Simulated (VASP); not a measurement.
Write the native input for VASP 6.6.1 that does the following.

| Quantity | Value |
| --- | --- |
| Task | band structure |
| Functional | TB-mBJ |
| Potentials or basis | VASP PAW PBE potentials, release 64 (W_sv, S) |
| Cutoff | 520 eV |
| k mesh | 12 × 12 × 3 |
| Occupations | gaussian, width 0.03 eV |
| Spin | no spin polarisation |
| Further INCAR settings | ALGO = Normal; EDIFF = 1e-06; NBANDS = 35 |

The system is WS2.

```
W S
1.0
     3.15410    0.00000    0.00000
    -1.57705    2.73153    0.00000
     0.00000    0.00000   12.14229
W S
2 4
Cartesian
  0.0000 1.8210 3.0356
  1.5771 0.9105 9.1067
  0.0000 1.8210 7.5319
  1.5771 0.9105 1.4607
  0.0000 1.8210 10.6816
  1.5771 0.9105 4.6104
```

These files were run (other wordings do the same):

POSCAR

```
WS2                                     
1.0
    3.1541047172     -0.0000000000      0.0000000000
   -1.5770523586      2.7315348073      0.0000000000
   -0.0000000000     -0.0000000000     12.1422886781
  W               S             
     2     4
Direct
     0.3333333300000021    0.6666666699999979    0.2500000000000000
     0.6666666699999979    0.3333333300000021    0.7500000000000000
     0.3333333300000021    0.6666666699999979    0.6203012447095502
     0.6666666699999979    0.3333333300000021    0.1203012447095501
     0.3333333300000021    0.6666666699999979    0.8796987552904498
     0.6666666699999979    0.3333333300000021    0.3796987552904499
```

INCAR.step1

```
PREC = Accurate
ENCUT = 520
EDIFF = 1E-5
ISMEAR = 0
SIGMA = 0.03
LREAL = F
LASPH = T
NELM = 80
ALGO = Normal
ISIF = 2
LWAVE = T
LCHARG = F
LMAXMIX = 4
NBANDS = 35
KPAR = 2
GGA = PE
```

INCAR.step2

```
PREC = Accurate
ENCUT = 520
EDIFF = 1E-6
ISMEAR = 0
SIGMA = 0.03
LREAL = F
LASPH = T
NELM = 80
ALGO = Normal
ISIF = 2
LWAVE = F
LCHARG = F
LMAXMIX = 4
METAGGA = MBJ
NBANDS = 35
KPAR = 2
ISTART = 1
```

KPOINTS

```
regular mesh
0
Gamma
  12 12 3
```

KPOINTS_OPT

```
explicit points
141
Reciprocal
 0.0000000000  0.0000000000  0.0000000000 1
 0.0357142857  0.0000000000  0.0000000000 1
 0.0714285714  0.0000000000  0.0000000000 1
 0.1071428571  0.0000000000  0.0000000000 1
 0.1428571429  0.0000000000  0.0000000000 1
 0.1785714286  0.0000000000  0.0000000000 1
[... 133 lines left out ...]
 0.5000000000  0.0000000000  0.5000000000 1
 0.5000000000  0.0000000000  0.0000000000 1
```

Potentials or basis: VASP PAW PBE potentials, release 64 (W_sv, S).

Launch:

```sh
$ cat potpaw_PBE.64/W_sv/POTCAR potpaw_PBE.64/S/POTCAR > POTCAR
$ cp INCAR.step1 INCAR
$ mpirun -np 2 vasp_std > vasp.out
$ cp INCAR.step2 INCAR
$ mpirun -np 2 vasp_std > vasp.out
```

Results of the run:

```yaml
Band_gap_on_the_k_mesh: 1.14 eV, indirect (least direct gap 1.95 eV)
Band_gap_along_the_path: 1.14 eV, indirect (least direct gap 1.95 eV)
```

Caveat: spin-orbit coupling is left out, which moves the levels of the heavy elements.

Wall time 8.1 min on 2 MPI ranks on Intel(R) Xeon(R) Platinum 8488C (Sapphire Rapids) (shared host), peak memory 0.33 GiB a rank.
